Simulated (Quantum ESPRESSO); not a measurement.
Set up this calculation in Quantum ESPRESSO 7.5, as an ASE script.

- Task: single point
- Functional: PBEsol
- Potentials or basis: GBRV 1.5 PBEsol
- Cutoff: 612 eV
- Density cutoff: 4898 eV
- k mesh: 10 × 10 × 2
- Occupations: fermi-dirac, width 0.05 eV
- Spin: no spin polarisation
- Mixing beta: 0.5
- Most SCF iterations: 120
- SCF threshold: 6e-10 Ry

The structure of MoS2 lies in MoS2.xyz:

```xyz
3
Lattice="3.1841260822 0.0000000000 0.0000000000 -1.5920630411 2.7575340760 0.0000000000 0.0000000000 0.0000000000 17.3345999500" Properties=species:S:1:pos:R:3 pbc="T T T"
Mo     0.0000000000      0.0000000000      0.0000000000
S     -0.0000000002      1.8383560508     15.7832749434
S     -0.0000000002      1.8383560508      1.5513250066
```

The input as run:

run.py

```python
import numpy as np
from ase.calculators.espresso import Espresso, EspressoProfile
from ase.io import read

atoms = read('MoS2.xyz')

input_data = {
    'control': {'calculation': 'scf', 'prefix': 'pwscf', 'outdir': './tmp', 'tprnfor': True, 'tstress': True, 'disk_io': 'nowf'},
    'system': {'ecutwfc': 45.0, 'ecutrho': 360.0, 'nbnd': 20, 'occupations': 'smearing', 'smearing': 'fd', 'degauss': 0.00367493},
    'electrons': {'conv_thr': 6e-10, 'electron_maxstep': 120, 'mixing_beta': 0.5},
}
pseudopotentials = {'S': 's_pbesol_v1.4.uspp.F.UPF', 'Mo': 'mo_pbesol_v1.uspp.F.UPF'}
profile = EspressoProfile(command='mpirun -n 2 pw.x -nk 2', pseudo_dir='pseudo')
dft = Espresso(profile=profile, input_data=input_data, pseudopotentials=pseudopotentials, kpts=(10, 10, 2), koffset=(0, 0, 0))
atoms.calc = dft

print(f'energy {atoms.get_potential_energy():.8f} eV')
print('forces (eV/A)')
print(np.round(atoms.get_forces(), 6))
print('stress (eV/A^3, Voigt)')
print(np.round(atoms.get_stress(), 8))
print(f'Fermi level {dft.get_fermi_level():.4f} eV')
```

Potentials or basis: GBRV 1.5 PBEsol.

Run with:

```sh
$ OMP_NUM_THREADS=1 python run.py
```

It gave:

The largest force is 0.165 eV/Å. The band gap on the k mesh is 1.73 eV, indirect (least direct gap 1.93 eV).

Run time: 34 s on 2 MPI ranks on Arm Neoverse V2 (shared host), peak memory 0.6 GiB a rank.
